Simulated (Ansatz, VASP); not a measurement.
## Cross-check of Sn24O47F (F_O) between VASP and Ansatz

Aim: how closely do two programs agree when they are given the same cell, functional and k mesh? The cell is taken from a series of runs on this material, whose earlier steps may have relaxed, scaled, displaced or heated it; both programs get it as it stands.

Calculated with Ansatz 0.2.0; plane waves, with VASP 6.6.1 beside it; single point at r2SCAN.

## (1) The starting structure

The cell holds 72 atoms: 24 Sn, 47 O and 1 F. Its edges and angles: a = 9.516 Å, b = 9.516 Å, c = 9.602 Å, α = 90.0°, β = 90.0°, γ = 90.0°. It derives from SnO2 (SnO2 (P4_2/mnm)). Nearest the centre at fractional (0.403, 0.597, 0.500): F72 at 0.02 Å, Sn24 at 2.19 Å, Sn22 at 2.19 Å, Sn9 at 2.20 Å, O52 at 2.57 Å, O36 at 2.88 Å, O46 at 2.88 Å, O47 at 2.88 Å.

Coordinates:

```cif
data_structure
_symmetry_space_group_name_H-M 'P 1'
_symmetry_Int_Tables_number 1
_cell_length_a 9.5155
_cell_length_b 9.5155
_cell_length_c 9.6020
_cell_angle_alpha 90.000
_cell_angle_beta 90.000
_cell_angle_gamma 90.000
_cell_volume 869.42
loop_
_atom_site_label
_atom_site_type_symbol
_atom_site_fract_x
_atom_site_fract_y
_atom_site_fract_z
_atom_site_occupancy
Sn1 Sn 0.24963 0.25085 0.16621 1
Sn2 Sn 0.00283 0.99768 0.99972 1
Sn3 Sn 0.24942 0.25031 0.49973 1
Sn4 Sn 0.99741 0.00310 0.33179 1
Sn5 Sn 0.24967 0.25090 0.83323 1
Sn6 Sn 0.99742 0.00312 0.66766 1
Sn7 Sn 0.25092 0.74963 0.16705 1
Sn8 Sn 0.99999 0.50092 0.99972 1
Sn9 Sn 0.23952 0.76099 0.49972 1
Sn10 Sn 0.99973 0.50027 0.33325 1
Sn11 Sn 0.25089 0.74960 0.83238 1
Sn12 Sn 0.99973 0.50024 0.66619 1
Sn13 Sn 0.75237 0.24820 0.16514 1
Sn14 Sn 0.49961 0.00052 0.99971 1
Sn15 Sn 0.75006 0.25045 0.49970 1
Sn16 Sn 0.50027 0.00080 0.33324 1
Sn17 Sn 0.75231 0.24816 0.83425 1
Sn18 Sn 0.50025 0.00079 0.66619 1
Sn19 Sn 0.74962 0.75085 0.16621 1
Sn20 Sn 0.49873 0.50179 0.99969 1
Sn21 Sn 0.75021 0.75110 0.49971 1
Sn22 Sn 0.50807 0.49238 0.32551 1
Sn23 Sn 0.74966 0.75088 0.83321 1
Sn24 Sn 0.50811 0.49245 0.67387 1
O25 O 0.09750 0.40439 0.16695 1
O26 O 0.40230 0.09743 0.16702 1
O27 O 0.15328 0.15302 0.99972 1
O28 O 0.34691 0.34827 0.99973 1
O29 O 0.09658 0.40306 0.49972 1
O30 O 0.40212 0.09738 0.49972 1
O31 O 0.15287 0.15452 0.33288 1
O32 O 0.34782 0.35080 0.33438 1
O33 O 0.09756 0.40444 0.83250 1
O34 O 0.40235 0.09750 0.83243 1
O35 O 0.15287 0.15455 0.66661 1
O36 O 0.34788 0.35082 0.66499 1
O37 O 0.09799 0.90253 0.16840 1
O38 O 0.40443 0.59611 0.16879 1
O39 O 0.15476 0.65258 0.99976 1
O40 O 0.34797 0.84574 0.99969 1
O41 O 0.09174 0.90882 0.49973 1
O42 O 0.15568 0.65229 0.33599 1
O43 O 0.34828 0.84477 0.33596 1
O44 O 0.09801 0.90255 0.83105 1
O45 O 0.40438 0.59607 0.83061 1
O46 O 0.15569 0.65227 0.66348 1
O47 O 0.34827 0.84479 0.66346 1
O48 O 0.59990 0.40069 0.16092 1
O49 O 0.90390 0.09659 0.16491 1
O50 O 0.65431 0.15114 0.99973 1
O51 O 0.84942 0.34620 0.99967 1
O52 O 0.59422 0.40634 0.49969 1
O53 O 0.90165 0.09883 0.49971 1
O54 O 0.65161 0.15585 0.33296 1
O55 O 0.84476 0.34885 0.33297 1
O56 O 0.59988 0.40068 0.83846 1
O57 O 0.90391 0.09661 0.83453 1
O58 O 0.65162 0.15581 0.66644 1
O59 O 0.84470 0.34888 0.66643 1
O60 O 0.59611 0.90300 0.16694 1
O61 O 0.90301 0.59817 0.16701 1
O62 O 0.65223 0.65364 0.99970 1
O63 O 0.84752 0.84721 0.99972 1
O64 O 0.59746 0.90395 0.49970 1
O65 O 0.90309 0.59835 0.49972 1
O66 O 0.64967 0.65269 0.33442 1
O67 O 0.84600 0.84762 0.33285 1
O68 O 0.59613 0.90301 0.83248 1
O69 O 0.90306 0.59818 0.83242 1
O70 O 0.64968 0.65273 0.66503 1
O71 O 0.84602 0.84764 0.66656 1
F72 F 0.40165 0.59880 0.49968 1
```

## (2) Ansatz: single point, r2SCAN

Ansatz runs on its PAW soft_1 files.

With cell and atoms fixed, the geometry can't cause a difference; cores, projectors, grids and the points listed under the comparison can.

Contents of input.yaml:

```yaml
crystal:
  checkpoint: "../qp1.relax.run"
  host: checkpoint
basis:
  ecutwfc: 500
  xc_grid: 2
hamiltonian:
  xc: r2scan
  pseudopotentials: { kind: paw, azcp: { folder: soft_1 } }
kpoints:
  mp_grid: { grid: [2, 2, 2], shift: [0.5, 0.5, 0.5] }
scf:
  occupations: { method: fermi_dirac, width: 0.01 }
  max_iter: 60
output:
  forces: true
  eigenvalues: true
  charged_corrections: { defect_position: [0.402971, 0.597029, 0.5] }
checkpoint:
  read: "../qp1.relax.run"
  write: "../qp1.point_neutral.run"
  compress: false
  write_wavefunctions: false
  write_every: 100000
magnetization:
  spin_polarized: true
  initial_magnetization: 1
  spin_locking: { lock_magnetization: hard }
```

Started as:

```sh
> ansatz run input.yaml --threads 4 --pin off --max-ram 15073MiB --backend cpu --events-out ev --progress --plain --runs-dir out
```

Numbers of over 12 decimals in the logs are rounded to 6 here.

The program printed:

```text
Warning: This run holds its total moment fixed (magnetization.spin_locking.lock_magnetization: hard) and mixes its density by anderson or broyden (scf.mixing.algorithm, typed or taken by auto). Slabs with a fixed moment have converged under broyden above another state at the same moment, at the default mixing steps and at smaller ones, and under scf.lower_state_search: standard, light or off a state that such a mixer [...]
checkpoint.read: neither the saved density nor the saved orbitals are used: the state is of another total charge, and does not settle where this run's electrons and spins go. The run starts from its atoms. Which states do: the manual's quickstart, A charge series.
crystal.checkpoint: the structure is that of <dir>, a `relax` run, at its step 6: its result, under r2scan at a charge of 1 e; 72 atoms read, 0 with a starting moment; this deck's charge is 0 e; no density is read with it (checkpoint.read); crystal.structure_sha256 for this input is
Engine: ansatz 0.2.0, aarch64-unknown-linux-gnu
Pseudopotentials: kind: paw
Pseudopotential: Sn, paw, valence charge 14, recommended cutoff 500 eV (meta_gga), soft_1/Sn.paw.azcp
Pseudopotential: O, paw, valence charge 6, recommended cutoff 500 eV (meta_gga), soft_1/O.paw.azcp
Pseudopotential: F, paw, valence charge 7, recommended cutoff 500 eV (meta_gga), soft_1/F.paw.azcp
Functional definition: r2SCAN
  parameter k0 = 0.174
  parameter k1 = 0.065
  parameter a1 = 4.9479
  exchange = r2scan_x(k0 = k0, k1 = k1, a1 = a1)
  correlation = r2scan_c
Crystal: 72 atoms, lattice volume = 869.415 Å³
Basis set: ecut = 500 eV, 22119 PW (Γ), exchange–correlation on 144×144×144 points (8 copies of the dense FFT grid, shifted against one another)
Bands: 385, of which v1, the nominal top of the filled ones, is band 313 counted from 1 (312 counted from 0)
Symmetry: 1 space group operations
Space group: P1 (ITA 1), of the structure as read, at distance tolerance 9.5e-5 Å
Magnetic group: BNS 1.1 (UNI 1), of the structure as read, at distance tolerance 9.5e-5 Å
k-points: 4 of 8 (time reversal used)
Non-local potential: Sn, projectors of the file, l = 0: 2, l = 1: 2, l = 2: 2, l = 3: 1
Non-local potential: O, projectors of the file, l = 0: 2, l = 1: 2, l = 2: 1
Non-local potential: F, projectors of the file, l = 0: 2, l = 1: 2, l = 2: 1
PAW form: soft (Blöchl's): semilocal exchange-correlation on the pseudo side does not see the compensation charge
PAW frozen core: Sn, regenerated for the run's functional (the file was generated under x = pbe(κ = 0.804, μ = 0.219515), c = pbe(β = 0.066725))
PAW frozen core: O, regenerated for the run's functional (the file was generated under x = pbe(κ = 0.804, μ = 0.219515), c = pbe(β = 0.066725))
PAW frozen core: F, regenerated for the run's functional (the file was generated under x = pbe(κ = 0.804, μ = 0.219515), c = pbe(β = 0.066725))
PAW one-centre angular grid: Sn, 590 points (default); XC on 160 Gauss nodes
PAW one-centre angular grid: O, 302 points (default); XC on 160 Gauss nodes
PAW one-centre angular grid: F, 302 points (default); XC on 160 Gauss nodes
Initial density: superposition of atomic densities (chi_scale 0.1, normalization cell, long waves kept (reshape's long-wave potential 0.38 eV rms))
Starting moments: Σ|m| = 1 μB on 72 of 72 sites
Initial wavefunctions: pseudopotential atomic-orbital guess
Functional: x = r2scan, c = r2scan; τ floored in thin density (d = 2e-4 eV/Å³)
SCF iter   1: F=—  HF=-172481.305797 eV  |F-HF|=—  |Δ(HF+E_count)|=         —  Δρ=6.11e-2 (↑4.78e-2 ↓6.11e-2)  dr2=1.09e2  dr2_τ=1.92e0  dr2_m=1.17e0  M=1.000 μB ∫|m|=1.053 μB  β_m=1.20  ethr=3.10e-3  ⟨swp⟩=5.0  Hψ=10995  notcnv=0  defer=394
preconditioner: auto → Resta (q_TF=auto, 2.582 Å⁻¹)  ε∞=3.2  [insulator: Δε(μ)=0.335 eV  Ē_g=21.141 eV  σ=0.010 eV  W_gap=1.00  n_scr=250 (ndim 8)  ℏωp=31.5 eV  f_vac=0.000  D(μ)=0.00/eV (n_scr^D=0)  ε∞_Penn≈3.2]
spin=Collinear: Resta preconditioning applied to the charge; magnetization (m = ρ↑ − ρ↓) channel mixes plain (no charge-response kernel on spin).
SCF iter   2: F=—  HF=-172470.258715 eV  |F-HF|=—  |Δ(HF+E_count)|=    1.10e1  Δρ=3.38e-2 (↑2.84e-2 ↓3.38e-2)  dr2=1.98e1  dr2_τ=3.43e-1  dr2_m=1.46e0  M=1.000 μB ∫|m|=1.084 μB  β_m=1.20  ethr=3.10e-3  ⟨swp⟩=3.1  Hψ=6589  notcnv=0  defer=544  κ⁻¹=1.0e0(r=1)
[...]
k-point 2 ↑: bands = [... 309 lower, 8.4332, 8.4364, 8.7478, 11.6875, 13.1757, 13.3073, 13.4321, 13.9080, ... 68 higher]
  k-point 3 ↓: bands = [... 309 lower, 8.4513, 8.4541, 8.7663, 11.7372, 13.2266, 13.3514, 13.4794, 13.9567, ... 68 higher]
```

## (3) VASP: single point, r2SCAN

The same cell, functional, mesh and smearing now go to VASP, with its own data sets.

Lines of VASP's logs that name or quote its potential files are left out, and so is its time.

Contents of INCAR:

```
SYSTEM = Sn24O47F
PREC = Accurate
ENCUT = 580
EDIFF = 1E-06
NELM = 200
ISMEAR = -1
SIGMA = 0.01
LREAL = Auto
ALGO = Normal
METAGGA = R2SCAN
LASPH = .TRUE.
NBANDS = 362
ISPIN = 2
MAGMOM = 0.01 0.01 0.01 0.01 0.01 0.01 0.01 0.01 0.01 0.01 0.01 0.01 0.01 0.01 0.01 0.01 0.01 0.01 0.01 0.01 0.01 0.01 0.01 0.01 0.01 0.01 0.01 0.01 0.01 0.01 0.01 0.01 0.01 0.01 0.01 0.01 0.01 0.01 0.01 0.01 0.01 0.01 0.01 0.01 0.01 0.01 0.01 0.01 0.01 0.01 0.01 0.01 0.01 0.01 0.01 0.01 0.01 0.01 0.01 0.01 0.01 0.01 0.01 0.01 0.01 0.01 0.01 0.01 0.01 0.01 0.01 0.01
LORBIT = 11
LWAVE = .FALSE.
LCHARG = .FALSE.
ISIF = 2
ISYM = 0
NUPDOWN = 1
GGA_COMPAT = .FALSE.
LMIXTAU = .TRUE.
```

Contents of POSCAR:

```
Sn24O47F
1.0
    9.5155030731      0.0000000000      0.0000000000
    0.0000000000      9.5155030731      0.0000000000
    0.0000000000      0.0000000000      9.6020443945
Sn O F
24 47 1
Direct
    0.2496301474      0.2508534741      0.1662134650
    0.0028273672      0.9976793518      0.9997171938
    0.2494231765      0.2503051453      0.4997300953
    0.9974125416      0.0031023585      0.3317915123
    0.2496714858      0.2508950134      0.8332289619
    0.9974163745      0.0031224326      0.6676592170
    0.2509208615      0.7496343623      0.1670549372
    0.9999919555      0.5009176990      0.9997198199
    0.2395222314      0.7609944544      0.4997173755
    0.9997348758      0.5002690204      0.3332495172
    0.2508868270      0.7495990807      0.8323847563
    0.9997322475      0.5002416057      0.6661912489
    0.7523652135      0.2482034449      0.1651410384
    0.4996064880      0.0005244993      0.9997096400
    0.7500641732      0.2504459376      0.4996970069
    0.5002678762      0.0007986032      0.3332438735
    0.7523102642      0.2481625385      0.8342516402
    0.5002496375      0.0007859574      0.6661913809
    0.7496194707      0.7508532119      0.1662119148
    0.4987276160      0.5017930569      0.9996896673
    0.7502142625      0.7510988516      0.4997133978
    0.5080748651      0.4923819457      0.3255070679
    0.7496573359      0.7508831357      0.8332135699
    0.5081137956      0.4924516723      0.6738689582
    0.0975008541      0.4043933459      0.1669513588
    0.4022996677      0.0974251771      0.1670166514
    0.1532846853      0.1530150561      0.9997197334
    0.3469141806      0.3482671923      0.9997299405
    0.0965830312      0.4030578823      0.4997240825
    0.4021161947      0.0973790958      0.4997175512
    0.1528710355      0.1545205555      0.3328809000
    0.3478189457      0.3507954827      0.3343800171
    0.0975608673      0.4044396113      0.8324987707
    0.4023459006      0.0974981701      0.8324310128
    0.1528748764      0.1545512433      0.6666096143
    0.3478750240      0.3508231548      0.6649886169
    0.0979946721      0.9025333338      0.1683962767
    0.4044337659      0.5961078227      0.1687929226
    0.1547561713      0.6525769508      0.9997561728
    0.3479661478      0.8457381913      0.9996941322
    0.0917352333      0.9088164326      0.4997308899
    0.1556798314      0.6522875452      0.3359861828
    0.3482797406      0.8447655270      0.3359585312
    0.0980052797      0.9025463365      0.8310510488
    0.4043837305      0.5960689238      0.8306061291
    0.1556947010      0.6522703735      0.6634804877
    0.3482666378      0.8447874736      0.6634609424
    0.5998981631      0.4006898356      0.1609238809
    0.9039008656      0.0965875431      0.1649117120
    0.6543055730      0.1511359127      0.9997258983
    0.8494180719      0.3461979439      0.9996685441
    0.5942216740      0.4063409679      0.4996935160
    0.9016463486      0.0988310457      0.4997121050
    0.6516118907      0.1558490948      0.3329642576
    0.8447572773      0.3488512756      0.3329659489
    0.5998759261      0.4006813337      0.8384634737
    0.9039055463      0.0966060568      0.8345282401
    0.6516211264      0.1558120591      0.6664373432
    0.8447014045      0.3488840155      0.6664272012
    0.5961133982      0.9029987056      0.1669357012
    0.9030077781      0.5981676111      0.1670079024
    0.6522293706      0.6536417647      0.9996998272
    0.8475218154      0.8472143814      0.9997172912
    0.5974554729      0.9039473776      0.4997006017
    0.9030890052      0.5983464123      0.4997180404
    0.6496674334      0.6526916104      0.3344218225
    0.8460034886      0.8476166887      0.3328474651
    0.5961283376      0.9030112319      0.8324777646
    0.9030556377      0.5981832061      0.8324205299
    0.6496808711      0.6527342075      0.6650278328
    0.8460202764      0.8476350315      0.6665581125
    0.4016467641      0.5987964298      0.4996797146
```

Contents of KPOINTS:

```
Points of the shifted mesh
8
Reciprocal
 0.2500000000  0.2500000000  0.2500000000 1
 0.2500000000  0.2500000000  0.7500000000 1
 0.2500000000  0.7500000000  0.2500000000 1
 0.2500000000  0.7500000000  0.7500000000 1
 0.7500000000  0.2500000000  0.2500000000 1
 0.7500000000  0.2500000000  0.7500000000 1
 0.7500000000  0.7500000000  0.2500000000 1
 0.7500000000  0.7500000000  0.7500000000 1
```

The projector-augmented-wave data sets are Sn_d, O and F (PBE family, release 64).

Started as:

```sh
> export OMP_NUM_THREADS=3
> mpirun -np 1 vasp_std
```

The program printed:

```text
[banner, memory and clock lines left out]
running    1 mpi-ranks, on    1 nodes
[...]
Offloading initialized ...    1 GPUs detected
[...]
|                                                                             |
|               ----> ADVICE to this user running VASP <----                  |
|                                                                             |
|     You enforced a specific xc type in the INCAR file but a different       |
|     [... a line on the potential file left out ...]
|     I HOPE YOU KNOW WHAT YOU ARE DOING!                                     |
|                                                                             |

 LDA part: xc-table for (None), standard interpolation
 POSCAR, INCAR and KPOINTS ok, starting setup
[...]
entering main loop
       N       E                     dE             d eps       ncg     rms          rms(c)
DAV:   1     0.146591346228E+05    0.14659E+05   -0.25356E+05 11600   0.300E+03
DAV:   2     0.275869355548E+04   -0.11900E+05   -0.11439E+05 11584   0.959E+02
DAV:   3    -0.729448839781E+03   -0.34881E+04   -0.33099E+04 12072   0.383E+02
DAV:   4    -0.121174430762E+04   -0.48230E+03   -0.47147E+03 13406   0.149E+02
[...]
DAV:  16    -0.101251447669E+04    0.18376E-04   -0.10744E-04 15440   0.332E-02    0.165E-02
DAV:  17    -0.101251448981E+04   -0.13123E-04   -0.16251E-05 15600   0.205E-02    0.717E-03
DAV:  18    -0.101251448971E+04    0.10232E-06   -0.63070E-06 11480   0.991E-03
   1 F= -.10125145E+04 E0= -.10125145E+04  d E =-.647256E-11  mag=     1.0000
```

Parts of OUTCAR (step 3):

```text
  FREE ENERGIE OF THE ION-ELECTRON SYSTEM (eV)
  ---------------------------------------------------
  free  energy   TOTEN  =     -1012.5144897089 eV

  energy  without entropy=    -1012.5144897089  energy(sigma->0) =    -1012.51448971

 magnetization (x)
# of ion       s       p       d       tot
------------------------------------------
    1        0.019   0.001   0.000   0.020
    2        0.017   0.001   0.000   0.018
    3        0.019   0.001  -0.000   0.020
    4        0.017   0.001   0.000   0.019
    5        0.019   0.001   0.000   0.020
    6        0.017   0.001   0.000   0.019
    7        0.020   0.001   0.000   0.021
    8        0.018   0.001   0.000   0.019
    9        0.022   0.002   0.000   0.024
   10        0.018   0.001   0.000   0.019
   11        0.020   0.001   0.000   0.021
   12        0.018   0.001   0.000   0.019
   13        0.016   0.001   0.000   0.017
[...]
--------------------------------------------------
tot          0.659   0.217   0.001   0.877
```

The run ends at a pressure of 3.32 GPa, with forces up to 0.18 eV/Å.

## (4) Comparison

Known differences besides the potentials themselves: VASP starts from the moments at which Ansatz ended; VASP keeps PBE cores, Ansatz makes them for the functional; the cutoff is 500 eV in Ansatz and 580 eV in VASP (PREC = Accurate, projectors in real space). Total energies have different zeros and are not compared.

Both answers:

| quantity | Ansatz | VASP | difference |
| --- | --- | --- | --- |
| total moment, fixed by the input (μB) | 1.00 | 1.00 | 0.00 |

Forces on 7 of the 72 atoms, those with the largest forces and the largest differences (eV/Å; atoms numbered as in POSCAR):

| atom | Ansatz x, y, z | VASP x, y, z |
| --- | --- | --- |
| O38 | -0.048, 0.046, -0.027 | -0.087, 0.085, -0.025 |
| O43 | 0.049, 0.060, -0.021 | 0.086, 0.080, -0.027 |
| O45 | -0.046, 0.047, 0.027 | -0.084, 0.086, 0.025 |
| O47 | 0.047, 0.057, 0.025 | 0.085, 0.077, 0.032 |
| O48 | 0.063, -0.065, -0.037 | 0.101, -0.103, -0.062 |
| O52 | 0.102, -0.103, 0.000 | 0.129, -0.130, 0.001 |
| O56 | 0.063, -0.064, 0.036 | 0.101, -0.104, 0.061 |

The forces differ by 16 meV/Å r.m.s., which is 36.8 % of the r.m.s. force of 0.044 eV/Å (both taken over all components).

## (5) Summary of results

- r.m.s. force difference (single point, r2SCAN): 16 meV/Å

What this shows: The r.m.s. force difference is 16 meV/Å (single point, r2SCAN), beyond the 12 meV/Å picked in this series as the mark of a large difference. What causes the difference of the single point, r2SCAN pair stays open here. Such differences can come from data sets, numerical settings and the points named under the comparisons, not from the functional's error against experiment.

[Lines on the potential files, build, host, timing and source positions are cut from VASP's logs without a mark.]

[Logs are printed without paths, hosts, clocks, repeated set-up lines and the standing remarks that a program may print on its own settings, such as how far it seeks lower states.]

[Hosts, paths, dates, database ids (printed as entryN), source tags and the programs' standing remarks are cut or masked in the printed files.]
